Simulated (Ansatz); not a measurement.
We consider rutile RuO2, described by PBE-D3(BJ) in Ansatz (plane waves, PAW).

Settings: plane-wave cutoff 520 eV, 12×12×18 k mesh (along the axes of the cell as run), Fermi–Dirac smearing 0.05 eV, no spin polarisation, scalar-relativistic PAW data made under PBE.

Response to compression and expansion:

Shape and atoms are relaxed at each volume.

```json
[
 {"V (Å³/atom)": "10.075", "P (GPa)": "11.69", "c (Å)": "3.089", "a (Å)": "4.424"},
 {"V (Å³/atom)": "10.285", "P (GPa)": "5.51", "c (Å)": "3.100", "a (Å)": "4.462"},
 {"V (Å³/atom)": "10.495", "P (GPa)": "-0.01", "c (Å)": "3.112", "a (Å)": "4.499"},
 {"V (Å³/atom)": "10.705", "P (GPa)": "-4.94", "c (Å)": "3.123", "a (Å)": "4.535"},
 {"V (Å³/atom)": "10.915", "P (GPa)": "-9.33", "c (Å)": "3.134", "a (Å)": "4.571"}
]
```

Note: the bulk modulus comes from volumes at which shape and atoms were relaxed.

Ansatz is a program for electronic structure.
